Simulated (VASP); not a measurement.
Input of a VASP 6.6.1 run:

INCAR

```
PREC = Accurate ; ENCUT = 520
EDIFF = 1E-7 ; ISMEAR = 1
SIGMA = 0.1 ; LREAL = False
LASPH = True ; NELM = 120
ALGO = Normal ; ISIF = 2
LWAVE = False ; LCHARG = False
LDIPOL = True ; IDIPOL = 3
DIPOL = 0.5 0.5 0.500 ; GGA = PE
IBRION = 2 ; NSW = 90
EDIFFG = -0.02 ; KPAR = 2
```

The input KPOINTS:

```
Automatic mesh
0
Gamma
  11 11 1
```

POSCAR

```
Al
1.0
    2.9124880100      0.0000000000      0.0000000000
    0.0000000000      2.9124880100      0.0000000000
    0.0000000000      0.0000000000     26.8333183600
Al
4
Direct
    0.5000000000      0.5000000000      0.3890372400
    0.0000000000      0.0000000000      0.4630136600
    0.5000000000      0.5000000000      0.5369900900
    0.0000000000      0.0000000000      0.6109627600
```

Potentials or basis: VASP PAW PBE potentials, release 64 (Al).

Command:

```console
$ cat potpaw_PBE.64/Al/POTCAR > POTCAR
$ mpirun -np 2 vasp_std > vasp.out
```

Question: What does it give for the band gap on the k mesh?

Answer: None (metal or under the smearing width).

Question: Predict the energy gained by relaxing.

Answer: 6.9 meV/atom.

Forces on the atoms (eV/Å):
```
Al   0.000  0.000  0.012
Al   0.000  0.000 -0.012
Al   0.000  0.000  0.012
Al   0.000  0.000 -0.012
```
